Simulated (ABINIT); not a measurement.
## ZrS2: changing the functional

The structure is trigonal, space group P-3m1 (No. 164). Conventional cell: a = 3.691 Å, b = 3.691 Å, c = 6.041 Å, α = 90.00°, β = 90.00°, γ = 120.00°. Zr (site symmetry -3m) has 6 S at 2.57 Å as nearest neighbours. S (site symmetry 3m) is surrounded by 3 Zr at 2.57 Å.

Kept alike: task single point; k mesh 6 × 6 × 4; occupations fixed; no spin polarisation. Program: ABINIT, SPMS NC PBE v1.0, cutoff 490 eV. The mesh is that of the run's cell of 3 atoms. No spin-orbit coupling.

```csv
functional,band gap (eV),pressure (GPa)
PBE,1.058,0.56
PBE0,2.572,-0.71
```

Pressure is positive in compression; the values hold the error of the finite cutoff, so their zero can differ a little from the energy's minimum. Runs of this series that gave no sound value for these columns are left out. A gap read on the mesh alone can miss an edge between its points. All rows use potentials made for PBE.

**Question.** What does the functional change here?

**Answer.** The band gap runs from 1.058 (PBE) to 2.572 eV (PBE0). Measured: 1.68 eV (arxiv:2210.12074); nearest PBE, 0.622 eV off. The runs are for a static lattice. The pressure runs from -0.71 (PBE0) to 0.56 GPa (PBE).

Moving from PBE to PBE0 at fixed geometry more than doubles the gap of ZrS2, and the two values bracket the measured 1.68 eV. The compound is formally Zr(IV) with an empty 4d shell, so the gap separates mainly S 3p valence states from Zr 4d conduction states. Nonlocal exchange acts differently on these filled and empty states and pushes them apart. The overshoot with PBE0 probably arises because its fixed, unscreened fraction of exact exchange is too large for a solid whose electrons screen this interaction effectively. PBE's smaller deviation therefore doesn't make it a reliable description of the gap, which it clearly underestimates.

The pressure falls from PBE to PBE0, which suggests that the hybrid favours a somewhat smaller volume. This would fit tighter Zr–S bonding, but a single scalar pressure can't separate contraction within the layers from a change in their spacing, where dispersion forces matter.
